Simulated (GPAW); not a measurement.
This GPAW 26.7.0 run on N needs a look.

Contents of run.py:

```python
import json
import numpy as np
import spglib
from ase.calculators.mixing import SumCalculator
from ase.constraints import FixSymmetry
from ase.filters import FrechetCellFilter
from ase.io import read, write
from ase.optimize import BFGS
from ase.stress import full_3x3_to_voigt_6_stress, voigt_6_to_full_3x3_strain, voigt_6_to_full_3x3_stress
from ase.units import GPa
from dftd3.ase import DFTD3
from gpaw import GPAW, PW

atoms = read('N.cif')

calc = GPAW(mode=PW(120),
            xc='MGGA_X_TPSS+MGGA_C_TPSS',
            kpts={'size': (6, 6, 6), 'gamma': True},
            occupations={'name': 'fermi-dirac', 'width': 0.05},
            nbands=13,
            convergence={'density': 1e-06, 'eigenstates': 1e-09},
            eigensolver='davidson',
            maxiter=50,
            txt='gpaw.txt')
atoms.calc = SumCalculator([calc, DFTD3(method='tpss', damping='d3op')])
atoms.set_constraint(FixSymmetry(atoms))
BFGS(FrechetCellFilter(atoms), trajectory='relax.traj', logfile='-').run(fmax=0.005, steps=40)
atoms.set_constraint()
energy = atoms.get_potential_energy()
forces = atoms.get_forces()
stress = atoms.get_stress()
calc.write('gs.gpw')
write('result.traj', atoms)
print('Cell:', atoms.cell.cellpar().round(4))
print(atoms.get_scaled_positions().round(5))

gpts = tuple(int(n) for n in calc.get_number_of_grid_points())
cell = atoms.cell[:].T
dataset = spglib.get_symmetry((atoms.cell[:], atoms.get_scaled_positions(), atoms.numbers), symprec=1e-4)
rotations = [cell @ w @ np.linalg.inv(cell) for w in dataset['rotations']]
strains, clamped, relaxed = [], [], []
for v in [0, 2, 3]:
    for e in (-0.01, 0.01):
        voigt = np.zeros(6)
        voigt[v] = e
        F = voigt_6_to_full_3x3_strain(voigt)
        a = atoms.copy()
        a.set_cell(atoms.cell[:] @ F, scale_atoms=True)
        c = GPAW(mode=PW(120),
                 xc='MGGA_X_TPSS+MGGA_C_TPSS',
                 kpts={'size': (6, 6, 6), 'gamma': True},
                 occupations={'name': 'fermi-dirac', 'width': 0.05},
                 nbands=13,
                 convergence={'density': 1e-06, 'eigenstates': 1e-09},
                 eigensolver='davidson',
                 maxiter=50,
                 gpts=gpts,
                 txt=f'strain-{v}{e:+.3f}.txt')
        a.calc = SumCalculator([c, DFTD3(method='tpss', damping='d3op')])
        s0 = s1 = a.get_stress() - stress
        BFGS(a, logfile=None).run(fmax=0.003, steps=25)
        s1 = a.get_stress() - stress
        print(v, e, 'clamped', (s0 / GPa).round(3), 'relaxed', (s1 / GPa).round(3), flush=True)
        for R in rotations:  # images under the point group
            eps = R @ (F - np.eye(3)) @ R.T
            strains.append(full_3x3_to_voigt_6_stress(eps) * [1, 1, 1, 2, 2, 2])
            for s, rows in ((s0, clamped), (s1, relaxed)):
                rows.append(full_3x3_to_voigt_6_stress(R @ voigt_6_to_full_3x3_stress(s) @ R.T))

C0, C = (np.linalg.lstsq(np.array(strains), np.array(s), rcond=None)[0].T / GPa for s in (clamped, relaxed))
print('Clamped-ion Cij (GPa):')
print(C0.round(1))
print('Relaxed-ion Cij (GPa):')
print(C.round(1))
json.dump({'clamped': C0.tolist(), 'relaxed': C.tolist()}, open('elastic.json', 'w'))
```

N.cif

```cif
data_N
_cell_length_a 2.51947379
_cell_length_b 2.51947379
_cell_length_c 2.44600200
_cell_angle_alpha 90.00000000
_cell_angle_beta 90.00000000
_cell_angle_gamma 120.00000000
_space_group_name_H-M_alt 'P1'
_space_group_name_Hall 'P 1'
_space_group_IT_number 1
loop_
_space_group_symop_operation_xyz
'x,y,z'
loop_
_atom_site_label
_atom_site_type_symbol
_atom_site_symmetry_multiplicity
_atom_site_Wyckoff_symbol
_atom_site_fract_x
_atom_site_fract_y
_atom_site_fract_z
_atom_site_occupancy
N1 N 1 a 0.3333333333 0.6666666667 0.7500000000 1
N2 N 1 a 0.6666666667 0.3333333333 0.2500000000 1
```

Potentials or basis: GPAW PAW data sets (gpaw-data 1.2.1), pw.

Run with:

```console
$ OMP_NUM_THREADS=1 python run.py
```

gpaw.txt:

```text
__  _  _
 | _ |_)|_||  |
 |__||  | ||/\| - 26.7.0

Input parameters:
  mode=PW(ecut=120.0),
  convergence={'density': 1e-06, 'eigenstates': 1e-09},
  eigensolver=Davidson(niter=2),
  kpts=MonkhorstPack(size=(6, 6, 6), gamma=True),
  maxiter=50,
  nbands=13,
  occupations=Occupations(name='fermi-dirac', width=0.05),
  xc=XC(name='MGGA_X_TPSS+MGGA_C_TPSS')

Diagonalizing LCAO Hamiltonian
Converting LCAO to pw mode

        N
          N

Atoms  # Å, Bohr magnetons
|   | symbol |         x |        y |        z |    initial magnetic moments |
[... 121 lines left out ...]

poisson solver:
  ecut: 960.0  # eV

xc functional:
  name: MGGA_X_TPSS+MGGA_C_TPSS with 2 nearest neighbor stencil

convergence criteria:
- Maximum integral of absolute [dens]ity change: 1e-06 electrons / valence electron
- Maximum integral of absolute [eigenst]ate change: 1e-09 eV^2 / valence electron
- Maximum [total energy] change in last 3 cyles: 0.0005 eV / valence electron
maximum number of iterations: 50

SCF iterations
|iter     | |      energy | eigst |  dens |
|---------|-|-------------|-------|-------|
|iter:   1| |-4314526098441.956543 |+23.36 |       |
|iter:   2| |-39659554399.686562 |+22.13 | -0.11 |
|iter:   3| |-1642047575.511256 |+20.72 | -0.11 |
|iter:   4| |-71738613.762742 |+17.39 | -0.02 |
|iter:   5| |-118030.633745 |+13.46 | -1.17 |
|iter:   6| |-95129.611243 |+13.94 | -0.72 |
|iter:   7| |-10680.834870 |+11.88 | -0.89 |
|iter:   8| |-117993.478040 |+14.82 | -0.45 |
|iter:   9| |-16493.481023 |+12.27 | -0.74 |
|iter:  10| |-23502.458674 |+13.00 | -0.73 |
|iter:  11| |-9729.619589 |+11.39 | -1.29 |
|iter:  12| |-5554.841769 |+10.49 | -0.79 |
|iter:  13| |-24104.032763 |+12.33 | -0.58 |
|iter:  14| |-13513.640139 |+10.99 | -0.99 |
|iter:  15| |-11780.682141 | +9.92 | -1.24 |
|iter:  16| |-5247.488897 | +8.40 | -1.33 |
|iter:  17| |-7194.413720 | +8.76 | -0.61 |
|iter:  18| |-56796.144582 | +9.84 | -1.18 |
[... 17 lines left out ...]
|iter:  36| |-4254.385935 | +7.02 | -0.72 |
|iter:  37| |-3480.842564 | +6.89 | -0.73 |
|iter:  38| |-2029.094504 | +6.56 | -0.77 |
|iter:  39| |-4111.273005 | +7.10 | -0.84 |
|iter:  40| |-10150.254105 | +8.01 | -0.75 |
|iter:  41| |-4155.432692 | +7.42 | -0.98 |
|iter:  42| |-2815.470018 | +7.04 | -1.10 |
|iter:  43| |-2201.266965 | +6.35 | -1.01 |
|iter:  44| |-2250.472123 | +6.76 | -0.88 |
|iter:  45| |-2593.314297 | +6.84 | -0.88 |
|iter:  46| | -547.269856 | +5.02 | -0.90 |
|iter:  47| |   73.278250 | +1.10 | -1.11 |
|iter:  48| |   -1.326745 | +4.87 | -0.90 |
|iter:  49| |   43.103658 | +2.95 | -1.19 |
|iter:  50| |-2396.965259 | +5.34 | -1.05 |
```

On the terminal:

```text
Traceback (most recent call last):
  File "run.py", line 27, in <module>
  File "optimize/optimize.py", line 506, in run
  File "optimize/optimize.py", line 375, in run
  File "optimize/optimize.py", line 322, in irun
  File "ase/filters.py", line 31, in get_gradient
  File "ase/filters.py", line 602, in get_forces
  File "ase/atoms.py", line 2050, in get_stress
  File "abc.py", line 34, in get_stress
  File "calculator.py", line 517, in get_property
  File "mixing.py", line 97, in calculate
  File "mixing.py", line 52, in get_properties
  File "mixing.py", line 33, in get_property
  File "new/ase_interface.py", line 241, in get_property
  File "new/ase_interface.py", line 215, in calculate_property
  File "new/ase_interface.py", line 177, in iconverge
  File "new/calculation.py", line 252, in iconverge
  File "new/scf.py", line 130, in iterate
gpaw.KohnShamConvergenceError
```

Q: What happened, and what is wrong with the input?

A: No converged result was reached. The input holds a flaw that was put in on purpose: plane-wave cutoff far too low (mode = PW(120)).
